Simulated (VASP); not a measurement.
Wanted: the native input for a VASP 6.6.1 run.

| Property | Result |
| --- | --- |
| Task | single point |
| Functional | r2SCAN |
| Potentials or basis | VASP PAW PBE potentials, release 64 (Ag) |
| Cutoff | 520 eV |
| k mesh | 6 × 6 × 6 |
| Occupations | gaussian, width 0.1 eV |
| Spin | no spin polarisation |
| Dipole correction | no |
| Further INCAR settings | ALGO = Normal; EDIFF = 1e-06; NBANDS = 18 |

Ag:

```xyz
2
Lattice="0.0000 3.0452 3.0452 3.0452 0.0000 3.0452 3.0452 3.0452 0.0000" Properties=species:S:1:pos:R:3 pbc="T T T"
Ag    3.0452    3.0452    3.0452
Ag    4.5678    4.5678    4.5678
```

The cell was built by a generator and needn't be a form met in nature.

One way to write it, as run:

POSCAR

```
Ag
1.0
    0.0000000000      3.0452321815      3.0452321815
    3.0452321815      0.0000000000      3.0452321815
    3.0452321815      3.0452321815      0.0000000000
Ag
2
Direct
    0.5000000000      0.5000000000      0.5000000000
    0.7500000000      0.7500000000      0.7500000000
```

INCAR.step1

```
SYSTEM = Ag
PREC = Accurate ; ENCUT = 520
ISMEAR = 0 ; SIGMA = 0.1
LREAL = .False. ; LASPH = .True.
NELM = 100 ; NBANDS = 18
GGA = PE ; ALGO = Normal
EDIFF = 1E-4 ; LWAVE = .True.
LCHARG = .False.
```

INCAR.step2

```
SYSTEM = Ag
PREC = Accurate ; ENCUT = 520
EDIFF = 1E-6 ; ISMEAR = 0
SIGMA = 0.1 ; LREAL = .False.
LASPH = .True. ; NELM = 100
ALGO = Normal ; ISIF = 2
LWAVE = .False. ; LCHARG = .True.
METAGGA = R2SCAN ; LMIXTAU = .True.
LELF = .True. ; LVHAR = .True.
NBANDS = 18 ; ISTART = 1
```

KPOINTS

```
Automatic mesh
0
Gamma
  6 6 6
  0 0 0
```

Potentials or basis: VASP PAW PBE potentials, release 64 (Ag).

Command:

```console
$ cat potpaw_PBE.64/Ag/POTCAR > POTCAR
$ cp INCAR.step1 INCAR
$ mpirun -np 1 vasp_std > vasp.out
$ cp INCAR.step2 INCAR
$ mpirun -np 1 vasp_std > vasp.out
```

It gave:

```
Pressure               : 0.4 GPa
Band gap on the k mesh : none (metal or under the smearing width)
```

Caveat: the PAW data sets were made with another functional, which shifts forces and pressure a little.

Run time: 27 s on 1 thread of Intel(R) Xeon(R) Platinum 8488C (Sapphire Rapids), on a shared host, peak memory 0.18 GiB.
